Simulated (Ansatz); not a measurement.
The cell of BAs is invented: 4-connected net, two elements alternating (I-43m, No. 217). The dimensions are guesses.

```cif
data_structure
_symmetry_space_group_name_H-M 'I-43m'
_symmetry_Int_Tables_number 217
_cell_length_a 6.3718
_cell_length_b 6.3718
_cell_length_c 6.3718
_cell_angle_alpha 90.000
_cell_angle_beta 90.000
_cell_angle_gamma 90.000
_cell_volume 258.69
loop_
_atom_site_label
_atom_site_type_symbol
_atom_site_symmetry_multiplicity
_atom_site_Wyckoff_symbol
_atom_site_fract_x
_atom_site_fract_y
_atom_site_fract_z
_atom_site_occupancy
B1 B 8 c 0.15860 0.15860 0.15860 1
As1 As 8 c 0.34140 0.34140 0.34140 1
```

All numbers below come from DFT PBE, scalar-relativistic, plane waves, PAW in Ansatz. Cutoff 420 eV, Gaussian smearing, Γ-centred meshes. Cell and atoms relax first on a coarse mesh and then on a converged one. In between, the cell is made exact in the group found at 0.06 Å. The steps can't lower the symmetry of their start. No spin polarisation.

A guess keeps its type if space group and coordination stay and the shape of the cell changes little (axis ratios within about 15 %, angles within 6°); the volume may change.

Problem. Does it keep its structure type, or change into something else?

Solution. It keeps its type. The symmetry stays I-43m (No. 217). The volume per atom grows by 10.9 %, from 16.2 to 17.9 Å³. The shortest distance goes from 2.02 Å (B–As) to 2.03 Å (B–As). Counting neighbours within 15 % of an atom's shortest distance, the start has As 4, B 4 and the end As 4, B 4.

The last run used a 6×6×6 mesh for its 8-atom cell and Gaussian smearing of 0.02 eV. A structure relaxed within its symmetry needn't be a true minimum.
